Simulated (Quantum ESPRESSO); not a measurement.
# CdS (Fm-3m) in Quantum ESPRESSO: equation of state

How stiff is CdS in PBE, and what volume does it want? The cell is scaled to several volumes.

All numbers are computed with Quantum ESPRESSO 7.5; they aren't measurements. Logs are shortened: lines on timing, memory, paths and dates and some standing lists are left out, and cuts for length are marked.

## 1. The crystal as given

Symmetry: Fm-3m, No. 225, cubic system. Conventional cell: a = 5.506 Å, b = 5.506 Å, c = 5.506 Å, α = 90.00°, β = 90.00°, γ = 90.00°. Around Cd (site symmetry m-3m) lie 6 S at 2.75 Å. S (site symmetry m-3m) has 6 Cd at 2.75 Å as nearest neighbours.

Measurements of this composition are mostly on another form, of space group No. 186.

## 2. Single point, PBE, 19.62 Å³/atom

File pw.in:

```
&CONTROL
  calculation = 'scf'
  prefix = 'pwscf'
  outdir = './tmp'
  pseudo_dir = './pseudo'
  tprnfor = .true.
  tstress = .true.
  disk_io = 'nowf'
/
&SYSTEM
  ibrav = 0
  nat = 2
  ntyp = 2
  ecutwfc = 60
  ecutrho = 480
  nbnd = 15
  occupations = 'smearing'
  smearing = 'fd'
  degauss = 0.00367493
/
&ELECTRONS
  conv_thr = 4d-10
  electron_maxstep = 120
  mixing_beta = 0.5
/
ATOMIC_SPECIES
Cd   112.4140 Cd.pbe-dn-rrkjus_psl.0.3.1.UPF
S     32.0600 s_pbe_v1.4.uspp.F.UPF
CELL_PARAMETERS angstrom
   0.0000000000    2.6970395763    2.6970395763
   2.6970395763    0.0000000000    2.6970395763
   2.6970395763    2.6970395763    0.0000000000
ATOMIC_POSITIONS crystal
Cd     0.0000000000    0.0000000000    0.0000000000
S      0.5000000000    0.5000000000    0.5000000000
K_POINTS automatic
8 8 8 0 0 0
```

Potentials or basis: SSSP 1.3 efficiency PBE.

On the command line:

```
> OMP_NUM_THREADS=1 pw.x -in pw.in > pw.out
```

pw.out:

```text
This program is part of the open-source Quantum ESPRESSO suite
     for quantum simulation of materials; please cite
         "P. Giannozzi et al., J. Phys.:Condens. Matter 21 395502 (2009);
         "P. Giannozzi et al., J. Phys.:Condens. Matter 29 465901 (2017);
         "P. Giannozzi et al., J. Chem. Phys. 152 154105 (2020);
     in publications or presentations arising from this work. More details at

     file Cd.pbe-dn-rrkjus_psl.0.3.1.UPF: wavefunction(s)  4D renormalized
     Message from routine setup:
     using ibrav=0 with symmetry is DISCOURAGED, use correct ibrav instead

     Subspace diagonalization in iterative solution of the eigenvalue problem:
     a serial algorithm will be used

     G-vector sticks info
     --------------------
     sticks:   dense  smooth     PW     G-vecs:    dense   smooth      PW
     Sum        1723     847    253                47183    16529    2733

     Using Slab Decomposition

     bravais-lattice index     =            0
     lattice parameter (alat)  =       7.2078  a.u.
     unit-cell volume          =     264.7821 (a.u.)^3
     number of atoms/cell      =            2
     number of atomic types    =            2
     number of electrons       =        18.00
     number of Kohn-Sham states=           15
     kinetic-energy cutoff     =      60.0000  Ry
     charge density cutoff     =     480.0000  Ry
     scf convergence threshold =      4.0E-10
     mixing beta               =       0.5000
     number of iterations used =            8  plain     mixing
     Exchange-correlation=  SLA  PW   PBX  PBC
                           (   1   4   3   4   0   0   0)

     celldm(1)=   7.207774  celldm(2)=   0.000000  celldm(3)=   0.000000
     celldm(4)=   0.000000  celldm(5)=   0.000000  celldm(6)=   0.000000

     crystal axes: (cart. coord. in units of alat)
               a(1) = (   0.000000   0.707107   0.707107 )
               a(2) = (   0.707107   0.000000   0.707107 )
               a(3) = (   0.707107   0.707107   0.000000 )

     reciprocal axes: (cart. coord. in units 2 pi/alat)
               b(1) = ( -0.707107  0.707107  0.707107 )
               b(2) = (  0.707107 -0.707107  0.707107 )
               b(3) = (  0.707107  0.707107 -0.707107 )

     PseudoPot. # 1 for Cd read from file:
     Cd.pbe-dn-rrkjus_psl.0.3.1.UPF
     Pseudo is Ultrasoft + core correction, Zval = 12.0
     Generated using "atomic" code by A. Dal Corso  v.5.0.99 svn rev. 10869
     Using radial grid of 1239 points,  6 beta functions with:
                l(1) =   0
                l(2) =   0
                l(3) =   1
                l(4) =   1
                l(5) =   2
                l(6) =   2
     Q(r) pseudized with 0 coefficients

     PseudoPot. # 2 for S  read from file:
     s_pbe_v1.4.uspp.F.UPF
     Pseudo is Ultrasoft + core correction, Zval =  6.0
     Generated by new atomic code, or converted to UPF format
     Using radial grid of  907 points,  6 beta functions with:
                l(1) =   0
                l(2) =   0
                l(3) =   1
                l(4) =   1
                l(5) =   2
                l(6) =   2
     Q(r) pseudized with  8 coefficients,  rinner =    1.300   1.300   1.300
                                                       1.300   1.300

     atomic species   valence    mass     pseudopotential
     Cd               12.00   112.41400     Cd( 1.00)
     S                 6.00    32.06000     S ( 1.00)

     48 Sym. Ops., with inversion, found

   Cartesian axes

     site n.     atom                  positions (alat units)
         1        Cd     tau(   1) = (   0.0000000   0.0000000   0.0000000  )
         2        S      tau(   2) = (   0.7071068   0.7071068   0.7071068  )

     number of k points=    29  Fermi-Dirac smearing, width (Ry)=  0.0037
                       cart. coord. in units 2pi/alat
        k(    1) = (   0.0000000   0.0000000   0.0000000), wk =   0.0039062
        k(    2) = (   0.0883883   0.0883883  -0.0883883), wk =   0.0312500
        k(    3) = (   0.1767767   0.1767767  -0.1767767), wk =   0.0312500
        k(    4) = (   0.2651650   0.2651650  -0.2651650), wk =   0.0312500
        k(    5) = (  -0.3535534  -0.3535534   0.3535534), wk =   0.0156250
        k(    6) = (   0.1767767   0.0000000   0.0000000), wk =   0.0234375
        k(    7) = (   0.2651650   0.0883883  -0.0883883), wk =   0.0937500
        k(    8) = (   0.3535534   0.1767767  -0.1767767), wk =   0.0937500
        k(    9) = (  -0.2651650  -0.4419417   0.4419417), wk =   0.0937500
        k(   10) = (  -0.1767767  -0.3535534   0.3535534), wk =   0.0937500
        k(   11) = (  -0.0883883  -0.2651650   0.2651650), wk =   0.0937500
        k(   12) = (   0.0000000  -0.1767767   0.1767767), wk =   0.0468750
        k(   13) = (   0.3535534   0.0000000   0.0000000), wk =   0.0234375
        k(   14) = (   0.4419417   0.0883883  -0.0883883), wk =   0.0937500
        k(   15) = (  -0.1767767  -0.5303301   0.5303301), wk =   0.0937500
        k(   16) = (  -0.0883883  -0.4419417   0.4419417), wk =   0.0937500
        k(   17) = (   0.0000000  -0.3535534   0.3535534), wk =   0.0468750
        k(   18) = (   0.5303301   0.0000000   0.0000000), wk =   0.0234375
        k(   19) = (  -0.0883883  -0.6187184   0.6187184), wk =   0.0937500
        k(   20) = (   0.0000000  -0.5303301   0.5303301), wk =   0.0468750
        k(   21) = (  -0.7071068   0.0000000   0.0000000), wk =   0.0117188
        k(   22) = (   0.3535534   0.1767767   0.0000000), wk =   0.0937500
        k(   23) = (  -0.2651650  -0.4419417   0.6187184), wk =   0.1875000
        k(   24) = (  -0.1767767  -0.3535534   0.5303301), wk =   0.0937500
        k(   25) = (  -0.1767767  -0.5303301   0.7071068), wk =   0.0937500
        k(   26) = (  -0.0883883  -0.4419417   0.6187184), wk =   0.1875000
        k(   27) = (   0.0000000  -0.3535534   0.5303301), wk =   0.0937500
        k(   28) = (  -0.7071068   0.1767767   0.0000000), wk =   0.0468750
        k(   29) = (  -0.7071068   0.3535534   0.0000000), wk =   0.0234375

     Dense  grid:    47183 G-vectors     FFT dimensions: (  54,  54,  54)

     Smooth grid:    16529 G-vectors     FFT dimensions: (  36,  36,  36)

     Initial potential from superposition of free atoms

[... 56 lines left out ...]

     total energy              =    -146.41772321 Ry
     estimated scf accuracy    <       0.00000014 Ry

     iteration #  8     ecut=    60.00 Ry     beta= 0.50
     Davidson diagonalization with overlap
     ethr =  4.07E-10,  avg # of iterations =  2.0

     End of self-consistent calculation

          k = 0.0000 0.0000 0.0000 (  2085 PWs)   bands (ev):

    -4.5981   0.9146   0.9146   0.9146   0.9154   0.9154   7.6602   7.6602
     7.6602   9.6189  17.7251  17.7251  17.7251  20.2441  20.2442

          k = 0.0884 0.0884-0.0884 (  2073 PWs)   bands (ev):

    -4.4541   0.8588   0.8588   0.8952   0.9485   0.9485   6.5168   7.7760
     7.7760  10.7475  16.5211  17.4399  17.4399  18.8719  18.8719

          k = 0.1768 0.1768-0.1768 (  2067 PWs)   bands (ev):

    -4.0655   0.7278   0.7278   0.8218   1.0316   1.0316   4.9825   8.0682
     8.0682  11.9894  15.4276  16.0065  16.0065  19.3376  19.3376

          k = 0.2652 0.2652-0.2652 (  2072 PWs)   bands (ev):

    -3.5923   0.6039   0.6039   0.6728   1.1167   1.1167   3.8802   8.3903
     8.3903  12.1297  14.8108  14.8108  15.4941  20.1125  20.5149

          k =-0.3536-0.3536 0.3536 (  2060 PWs)   bands (ev):

    -3.3570   0.5544   0.5544   0.5659   1.1525   1.1525   3.4892   8.5376
     8.5376  11.9710  14.3623  14.3623  15.7025  21.0116  21.3164

          k = 0.1768 0.0000 0.0000 (  2061 PWs)   bands (ev):

    -4.4130   0.7963   0.8874   0.9337   0.9464   0.9464   6.7254   7.4748
     7.4748  11.1662  16.6109  16.6274  17.4926  17.4926  20.9592

          k = 0.2652 0.0884-0.0884 (  2064 PWs)   bands (ev):

    -4.1264   0.6950   0.8526   0.8579   0.9984   1.0394   5.5335   7.4367
     7.7265  12.2357  14.8849  15.8729  17.0284  18.0646  20.5030

          k = 0.3536 0.1768-0.1768 (  2072 PWs)   bands (ev):

    -3.7083   0.6300   0.7268   0.7804   1.0791   1.1275   4.3003   7.6757
     7.9108  12.5989  13.7938  15.9703  16.0319  19.0103  21.1909

          k =-0.2652-0.4419 0.4419 (  2074 PWs)   bands (ev):

    -3.4007   0.6181   0.6465   0.6734   1.1512   1.1599   3.6417   7.7279
     8.0898  12.5576  13.4426  15.0843  16.5893  20.0666  21.4804

          k =-0.1768-0.3536 0.3536 (  2068 PWs)   bands (ev):

    -3.4618   0.5871   0.6050   0.7554   1.1208   1.1709   3.7958   7.3717
     8.4541  12.7675  13.6876  14.7822  16.3774  20.2310  20.7922

          k =-0.0884-0.2652 0.2652 (  2070 PWs)   bands (ev):

    -3.8359   0.6448   0.6838   0.8355   1.0387   1.1210   4.6566   7.1267
     8.5009  12.8493  14.4421  15.3007  15.7930  18.8853  20.8437

          k = 0.0000-0.1768 0.1768 (  2067 PWs)   bands (ev):

    -4.2352   0.7568   0.8056   0.8764   0.9670   1.0283   5.7716   7.2577
     8.1994  11.8391  15.9366  15.9846  16.5770  18.0947  20.0241

          k = 0.3536 0.0000 0.0000 (  2045 PWs)   bands (ev):

    -3.9963   0.7197   0.8219   0.9781   1.0408   1.0408   5.7703   6.9776
     6.9776  11.6929  15.2452  15.4464  17.8160  17.8160  21.5116

          k = 0.4419 0.0884-0.0884 (  2075 PWs)   bands (ev):

    -3.7409   0.7933   0.8337   0.9090   1.1242   1.1383   4.8856   6.8831
     6.8911  10.9926  15.0101  15.9522  17.6412  18.8027  21.9666

          k =-0.1768-0.5303 0.5303 (  2081 PWs)   bands (ev):

    -3.4948   0.7694   0.7836   0.9228   1.1798   1.2789   4.0922   6.3972
     7.2110  11.1854  14.7333  16.6188  16.7809  19.7661  21.9408

          k =-0.0884-0.4419 0.4419 (  2080 PWs)   bands (ev):

    -3.4105   0.6744   0.7157   0.9159   1.1481   1.3220   4.0785   5.8697
     7.8064  11.9045  14.6222  15.9050  16.6068  20.4475  20.4550

          k = 0.0000-0.3536 0.3536 (  2085 PWs)   bands (ev):

    -3.5573   0.6243   0.6570   0.8736   1.0846   1.2304   4.4778   6.0346
     8.3753  12.9669  14.1953  15.3023  15.7852  19.2671  22.1627

          k = 0.5303 0.0000 0.0000 (  2072 PWs)   bands (ev):

    -3.6851   0.7564   1.0227   1.1653   1.1653   1.2452   4.8295   6.4278
     6.4278   9.5689  14.7407  17.4911  19.0202  19.0202  22.3415

          k =-0.0884-0.6187 0.6187 (  2083 PWs)   bands (ev):

    -3.5761   0.7530   0.9653   1.1490   1.2078   1.6793   4.3202   5.7934
     6.4724   9.6297  14.7710  17.7784  18.8070  19.7814  22.5759

          k = 0.0000-0.5303 0.5303 (  2085 PWs)   bands (ev):

    -3.4646   0.7711   0.8244   1.0520   1.1888   1.6558   4.6280   4.8095
     7.0054  10.6629  15.1401  17.2847  17.4817  19.4810  21.2690

          k =-0.7071 0.0000 0.0000 (  2068 PWs)   bands (ev):

    -3.6068   0.7293   1.0413   1.2280   1.2280   1.9869   3.9711   6.1869
     6.1869   8.7583  14.5096  18.6336  20.0979  20.0979  22.8910

          k = 0.3536 0.1768 0.0000 (  2074 PWs)   bands (ev):

    -3.8465   0.6734   0.7993   0.8359   1.0486   1.1314   5.0076   6.7005
     7.9324  12.4358  14.4152  15.4681  16.7598  18.4045  21.6168

          k =-0.2652-0.4419 0.6187 (  2075 PWs)   bands (ev):

    -3.5381   0.6885   0.7283   0.8339   1.1208   1.2228   4.2488   6.4780
     7.7670  12.4385  13.9528  15.8472  16.4413  19.4783  22.1297

          k =-0.1768-0.3536 0.5303 (  2092 PWs)   bands (ev):

    -3.4003   0.6373   0.7745   0.8363   1.1642   1.2617   3.8522   6.5815
     7.5058  12.5611  13.6086  15.9462  16.7208  20.4855  21.0126

          k =-0.1768-0.5303 0.7071 (  2085 PWs)   bands (ev):

    -3.5819   0.7905   0.8636   1.0000   1.1666   1.3514   4.5741   6.1096
     6.6574  10.7390  15.1086  16.0611  18.0915  19.4696  22.6989

          k =-0.0884-0.4419 0.6187 (  2085 PWs)   bands (ev):

    -3.4559   0.7529   0.8289   0.9789   1.2007   1.5893   4.3892   5.5159
     6.4813  11.4830  15.0846  16.1620  17.1886  20.3169  21.8306

          k = 0.0000-0.3536 0.5303 (  2091 PWs)   bands (ev):

    -3.4340   0.6853   0.8350   0.9001   1.1707   1.4514   4.4732   5.3666
     7.0743  12.2434  14.4528  16.1170  16.7079  20.3495  20.9463

          k =-0.7071 0.1768 0.0000 (  2082 PWs)   bands (ev):

    -3.5269   0.7712   0.9068   1.1089   1.2281   1.8664   4.3108   5.7528
     5.8556  10.1912  14.9645  17.6982  17.7777  20.6009  22.6496

          k =-0.7071 0.3536 0.0000 (  2120 PWs)   bands (ev):

    -3.4410   0.7401   0.9051   0.9051   1.2281   1.7789   5.0845   5.0845
     5.5084  12.0722  15.3190  16.1990  16.1990  21.7325  21.7325

     the Fermi energy is     8.7088 ev

!    total energy              =    -146.41772324 Ry
     estimated scf accuracy    <          3.5E-10 Ry
     smearing contrib. (-TS)   =      -0.00008612 Ry
     internal energy E=F+TS    =    -146.41763712 Ry

     The total energy is F=E-TS. E is the sum of the following terms:
     one-electron contribution =     -29.71752246 Ry
     hartree contribution      =      31.08917331 Ry
     xc contribution           =     -51.43250488 Ry
     ewald contribution        =     -96.35678309 Ry

     convergence has been achieved in   8 iterations

     Forces acting on atoms (cartesian axes, Ry/au):

     atom    1 type  1   force =    -0.00000000   -0.00000000   -0.00000000
     atom    2 type  2   force =     0.00000000    0.00000000    0.00000000

     Total force =     0.000000     Total SCF correction =     0.000000

     Computing stress (Cartesian axis) and pressure

          total   stress  (Ry/bohr**3)                   (kbar)     P=       47.15
   0.00032054  -0.00000000  -0.00000000           47.15       -0.00       -0.00
  -0.00000000   0.00032054  -0.00000000           -0.00       47.15       -0.00
  -0.00000000  -0.00000000   0.00032054           -0.00       -0.00       47.15

=------------------------------------------------------------------------------=
   JOB DONE.
=------------------------------------------------------------------------------=
```

Wall time 17 s (1 thread of Intel Xeon 6975P-C (Granite Rapids), shared host); peak memory 0.23 GiB.

Results:

| Property | Result |
| --- | --- |
| Free energy | -1992.1146 eV |
| Pressure | 4.7 GPa |
| Band gap on the k mesh | 0.22 eV, indirect (least direct gap 1.96 eV) |

## 3. Single point, PBE, 20.04 Å³/atom

pw.in: that of step 2 with these lines changed.

```diff
@@ -29,5 +29,5 @@
 CELL_PARAMETERS angstrom
-   0.0000000000    2.6970395763    2.6970395763
-   2.6970395763    0.0000000000    2.6970395763
-   2.6970395763    2.6970395763    0.0000000000
+   0.0000000000    2.7160334386    2.7160334386
+   2.7160334386    0.0000000000    2.7160334386
+   2.7160334386    2.7160334386    0.0000000000
 ATOMIC_POSITIONS crystal
```

Potentials or basis: SSSP 1.3 efficiency PBE.

On the command line:

```
> OMP_NUM_THREADS=1 pw.x -in pw.in > pw.out
```

Wall time 20 s (1 thread of Intel Xeon 6975P-C (Granite Rapids), shared host); peak memory 0.23 GiB.

It converged, with:

* Free energy: -1992.1345 eV
* Pressure: 2.8 GPa
* Band gap on the k mesh: 0.23 eV, indirect (least direct gap 1.81 eV)

## 4. Single point, PBE, 20.45 Å³/atom

pw.in: that of step 3 with these lines changed.

```diff
@@ -29,5 +29,5 @@
 CELL_PARAMETERS angstrom
-   0.0000000000    2.7160334386    2.7160334386
-   2.7160334386    0.0000000000    2.7160334386
-   2.7160334386    2.7160334386    0.0000000000
+   0.0000000000    2.7347652956    2.7347652956
+   2.7347652956    0.0000000000    2.7347652956
+   2.7347652956    2.7347652956    0.0000000000
 ATOMIC_POSITIONS crystal
```

On the command line:

```
> OMP_NUM_THREADS=1 pw.x -in pw.in > pw.out
```

Run time: 23 s. Hardware: 1 thread of Intel Xeon 6975P-C (Granite Rapids), shared host; peak memory 0.24 GiB.

The run converged. Its results:

```yaml
Free_energy: -1992.1451 eV
Pressure: 1.1 GPa
Band_gap_on_the_k_mesh: 0.23 eV, indirect (least direct gap 1.67 eV)
```

## 5. Single point, PBE, 20.87 Å³/atom

pw.in: that of step 4 with these lines changed.

```diff
@@ -29,5 +29,5 @@
 CELL_PARAMETERS angstrom
-   0.0000000000    2.7347652956    2.7347652956
-   2.7347652956    0.0000000000    2.7347652956
-   2.7347652956    2.7347652956    0.0000000000
+   0.0000000000    2.7532440000    2.7532440000
+   2.7532440000    0.0000000000    2.7532440000
+   2.7532440000    2.7532440000    0.0000000000
 ATOMIC_POSITIONS crystal
```

On the command line:

```
> OMP_NUM_THREADS=1 pw.x -in pw.in > pw.out
```

Wall time 38 s (1 thread of Intel Xeon 6975P-C (Granite Rapids), shared host); peak memory 0.24 GiB.

The run converged. Its results:

```
Free energy            : -1992.1474 eV
Pressure               : -0.4 GPa
Band gap on the k mesh : 0.23 eV, indirect (least direct gap 1.54 eV)
```

## 6. Single point, PBE, 21.29 Å³/atom

pw.in: that of step 5 with these lines changed.

```diff
@@ -29,5 +29,5 @@
 CELL_PARAMETERS angstrom
-   0.0000000000    2.7532440000    2.7532440000
-   2.7532440000    0.0000000000    2.7532440000
-   2.7532440000    2.7532440000    0.0000000000
+   0.0000000000    2.7714779354    2.7714779354
+   2.7714779354    0.0000000000    2.7714779354
+   2.7714779354    2.7714779354    0.0000000000
 ATOMIC_POSITIONS crystal
```

Potentials or basis: SSSP 1.3 efficiency PBE.

On the command line:

```
> OMP_NUM_THREADS=1 pw.x -in pw.in > pw.out
```

Run time: 25 s. Hardware: 1 thread of Intel Xeon 6975P-C (Granite Rapids), shared host; peak memory 0.24 GiB.

The run converged. Its results:

```yaml
Free_energy: -1992.1423 eV
Pressure: -1.7 GPa
Band_gap_on_the_k_mesh: 0.23 eV, indirect (least direct gap 1.42 eV)
```

## 7. Single point, PBE, 21.71 Å³/atom

pw.in: that of step 6 with these lines changed.

```diff
@@ -29,5 +29,5 @@
 CELL_PARAMETERS angstrom
-   0.0000000000    2.7714779354    2.7714779354
-   2.7714779354    0.0000000000    2.7714779354
-   2.7714779354    2.7714779354    0.0000000000
+   0.0000000000    2.7894750496    2.7894750496
+   2.7894750496    0.0000000000    2.7894750496
+   2.7894750496    2.7894750496    0.0000000000
 ATOMIC_POSITIONS crystal
```

On the command line:

```
> OMP_NUM_THREADS=1 pw.x -in pw.in > pw.out
```

It took 25 s on 1 thread of Intel Xeon 6975P-C (Granite Rapids), shared host; peak memory 0.24 GiB.

It converged, with:

| Item | Value |
| --- | --- |
| Free energy | -1992.1306 eV |
| Pressure | -2.9 GPa |
| Band gap on the k mesh | 0.23 eV, indirect (least direct gap 1.30 eV) |

## 8. Single point, PBE, 22.12 Å³/atom

pw.in: that of step 7 with these lines changed.

```diff
@@ -29,5 +29,5 @@
 CELL_PARAMETERS angstrom
-   0.0000000000    2.7894750496    2.7894750496
-   2.7894750496    0.0000000000    2.7894750496
-   2.7894750496    2.7894750496    0.0000000000
+   0.0000000000    2.8072428857    2.8072428857
+   2.8072428857    0.0000000000    2.8072428857
+   2.8072428857    2.8072428857    0.0000000000
 ATOMIC_POSITIONS crystal
```

On the command line:

```
> OMP_NUM_THREADS=1 pw.x -in pw.in > pw.out
```

Run time: 25 s. Hardware: 1 thread of Intel Xeon 6975P-C (Granite Rapids), shared host; peak memory 0.25 GiB.

It converged, with:

```yaml
Free_energy: -1992.1130 eV
Pressure: -3.9 GPa
Band_gap_on_the_k_mesh: 0.23 eV, indirect (least direct gap 1.18 eV)
```

## 9. Equation of state, PBE

Potentials or basis: SSSP 1.3 efficiency PBE.

This step only gathers the single runs of the series.

What came out:

- Equilibrium volume: 20.78 Å³/atom
- Bulk modulus: 72 GPa
- Pressure derivative of the bulk modulus: 4.7

Energy against volume, from the lowest point:
```csv
volume (Å³/atom),energy (meV/atom)
19.618,16.38
20.036,6.44
20.453,1.15
20.871,0.00
21.288,2.55
21.705,8.39
22.123,17.18
```
